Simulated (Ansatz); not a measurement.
**TiSe2 (CdI2-type structure)**

Method: r²SCAN, scalar-relativistic; no spin polarisation; PAW, 500 eV, 12×12×6 k-mesh, Gaussian smearing of 0.05 eV; code Ansatz. The datasets are Ansatz's generated set soft_2.

```
Ti Se
1.0
     3.56075    0.00000    0.00000
    -1.78037    3.08370    0.00000
     0.00000    0.00000    6.33092
Ti Se
1 2
Direct
  0.00000 0.00000 0.00000
  0.33333 0.66667 0.23990
  0.66667 0.33333 0.76010
```

The compound is reported in the structure type of the start.

The cell above was scaled in volume, and shape and atoms were relaxed at each volume within its symmetry. Energies are counted from the cell above.

At this volume the pressure is -0.08 GPa.

```
V (Å³/atom)  ΔE (meV/atom)  P (GPa)
      22.24            2.2     0.88
      22.71            0.4     0.34
      23.17            0.0    -0.08
      23.64            0.6    -0.39
      24.10            1.9    -0.60
      24.79              ?        ?
```

Question: Fill in the withheld row.

Answer: ΔE (meV/atom): 4.6, P (GPa): -0.75.

Question: Can a bulk modulus be trusted from these points?

Answer: No. The energies are smooth (scatter 0.00 meV/atom), but the fit's B0′ of 15.5 is out of the usual range: the curve is too flat or too lopsided over this range, as for soft or weakly bound crystals, and a third-order form can't fix it.

The structure is built of weakly bound layers, and this functional has no dispersion term, so their spacing and all that hangs on it (volume, the soft elastic constants, low modes, dielectric constants) are poorly given. The run is a metal.
